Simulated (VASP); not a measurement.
Here is a VASP 6.6.1 calculation.

Contents of INCAR:

```
SYSTEM = Al
PREC = Accurate ; ENCUT = 520
EDIFF = 1E-6 ; ISMEAR = 1
SIGMA = 0.1 ; LREAL = .FALSE.
LASPH = .TRUE. ; NELM = 100
ALGO = Fast ; ISIF = 2
LWAVE = .FALSE. ; LCHARG = .TRUE.
GGA = RE ; IVDW = 12
LVHAR = .TRUE.
```

The input KPOINTS:

```
regular mesh
0
G
  18 18 18
  0 0 0
```

The input POSCAR:

```
Al                                      
1.0
   -0.0000000000      1.9731412141      1.9731412141
    1.9731412141     -0.0000000000      1.9731412141
    1.9731412141      1.9731412141     -0.0000000000
  Al            
     1
Direct
     0.0000000000000000    0.0000000000000000    0.0000000000000000
```

Potentials or basis: VASP PAW PBE potentials, release 64 (Al).

Run with:

```console
$ cat potpaw_PBE.64/Al/POTCAR > POTCAR
$ mpirun -np 1 vasp_std > vasp.out
```

Question: What does it give for the dispersion energy per atom?

Answer: -0.688 eV.

Question: Estimate the band gap on the k mesh.

Answer: None (metal or under the smearing width).

Question: Predict the pressure.

Answer: 0.0 GPa.

Caveat: the PAW data sets were made with another functional, which shifts forces and pressure a little; pairwise dispersion overbinds metals, which lowers pressure and volume.
